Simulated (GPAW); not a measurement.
# Moving the Hubbard U on Ta d in TaSi2

Space group P6_422 (No. 181). a = 4.784 Å, b = 4.784 Å, c = 6.570 Å, α = 90.00°, β = 90.00°, γ = 120.00°
| atom | site | symmetry | x | y | z |
| --- | --- | --- | --- | --- | --- |
| Ta | 3c | 222 | 0.0000 | 0.5000 | 0.3333 |
| Si | 6i | ..2 | 0.3179 | 0.1590 | 0.3333 |

Kept alike: task single point; functional PBEsol; k mesh 5 × 5 × 3; occupations fermi-dirac, width 0.05 eV; no spin polarisation. Program: GPAW, PAW data sets generated for this functional, cutoff 600 eV. The mesh is that of the run's cell of 9 atoms. No spin-orbit coupling.

```csv
"Hubbard U on Ta d, U (eV)",pressure (GPa)
0,-1.45
2,0.67
3,1.83
4,3.07
5,4.39
6,5.80
```

Pressure is positive in compression; the values hold the error of the finite cutoff, so their zero can differ a little from the energy's minimum. U acts here on a shell without spin polarisation. For a metal such a mesh leaves the last digits unconverged. How U acts hangs on the program's projectors.

What does the Hubbard U on Ta d change here?

The pressure rises from -1.45 to 5.80 GPa between 0 and 6 eV. U localises the shell and weakens its bonds, so the cell pushes outwards.

At fixed geometry, the pressure rises at every step in U, and somewhat faster at larger U. The plain functional leaves the cell under slight tension, so it would tend to shrink, whereas 6 eV leaves it clearly compressed and favours a larger volume. Cohesion in TaSi2 rests largely on covalent mixing of Ta 5d with Si 3p states, which leaves the d orbitals fractionally occupied. A Hubbard term typically penalises such occupations, and expansion probably lowers this cost by reducing the overlap. The outward push would then reflect weakened d–p bonding rather than true Mott-like localisation, which is not expected for the broad 5d bands of this metallic silicide. The small pressure at 2 eV is therefore no argument for that value, since a volume correction can offset an unrelated error of the functional. Nor does the pressure alone show whether the cell would expand more along a or along c.
